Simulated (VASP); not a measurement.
The system is InP.

```
In P
1.0
     0.00000    2.93050    2.93050
     2.93050    0.00000    2.93050
     2.93050    2.93050    0.00000
In P
1 1
Cartesian
  0.0000 0.0000 0.0000
  1.4652 1.4652 1.4652
```

Base run:

- Program: VASP 6.6.1
- Functional: r2SCAN
- Potentials or basis: VASP PAW PBE potentials, release 64 (In_d, P)
- Cutoff: 520 eV
- k mesh: 7 × 7 × 7
- Occupations: fermi-dirac, width 0.02 eV
- Spin: no spin polarisation

Its results: band gap on the k mesh 1.17 eV, direct; pressure 1.5 GPa.

Q: After a change of settings the same cell gave: band gap on the k mesh 1.53 eV, direct; pressure 1.4 GPa. Which change was it?
A. functional from r2SCAN to PBE
B. functional from r2SCAN to PBEsol
C. functional from r2SCAN to LDA; potentials or basis from VASP PAW PBE potentials, release 64 (In_d, P) to VASP PAW LDA potentials, release 64 (In_d, P)
D. functional from r2SCAN to HSE06; k mesh from 7 × 7 × 7 to 5 × 5 × 5

A: D.

Caveats: the PAW data sets were made with another functional, which shifts forces and pressure a little; spin-orbit coupling is left out, which moves the levels of the heavy elements; an odd mesh through Γ misses points on the zone boundary, where band edges often lie.

Not every run made on this cell is shown here.
